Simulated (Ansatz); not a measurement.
The system is MgS (Niningerite).

```xyz
2
Lattice="0.0000 2.6016 2.6016 2.6016 0.0000 2.6016 2.6016 2.6016 0.0000" Properties=species:S:1:pos:R:3 pbc="T T T"
S     2.6016    2.6016    2.6016
Mg    0.0000    0.0000    0.0000
```

Base run:

| Property | Result |
| --- | --- |
| Program | Ansatz 0.2.0 |
| Functional | r2SCAN0 |
| Potentials or basis | Ansatz PAW |
| Cutoff | 500 eV (not typed: the program's choice for these potentials) |
| k mesh | 5 × 5 × 5 |
| Occupations | fermi-dirac, width 0.05 eV |
| Spin | no spin polarisation |

Its results: band gap on the k mesh 5.40 eV, indirect (least direct gap 6.10 eV); pressure -0.8 GPa.

Problem. After a change of settings the same cell gave: band gap on the k mesh 3.11 eV, indirect (least direct gap 3.59 eV); pressure -0.8 GPa. Which change was it?
A. functional from r2SCAN0 to LDA; cutoff from 500 eV (not typed: the program's choice for these potentials) to 420 eV (not typed: the program's choice for these potentials)
B. functional from r2SCAN0 to PBEsol; cutoff from 500 eV (not typed: the program's choice for these potentials) to 420 eV (not typed: the program's choice for these potentials)
C. functional from r2SCAN0 to revPBE; cutoff from 500 eV (not typed: the program's choice for these potentials) to 420 eV (not typed: the program's choice for these potentials)
D. functional from r2SCAN0 to r2SCAN

Solution. B.

r2SCAN0 gives the wider gap, since exact exchange removes part of the self-interaction.

Caveats: odd divisions of the mesh miss points on the zone boundary, where band edges often lie, so the gap on the mesh can be too wide; the PAW data sets come from PBE, with cores solved anew for the run's functional, which leaves a small shift of forces and pressure; the density of states is complete only up to the lowest level of the last band computed; the thresholds are loose for stress (some runs).

Runs at the PBE level aren't shown here.
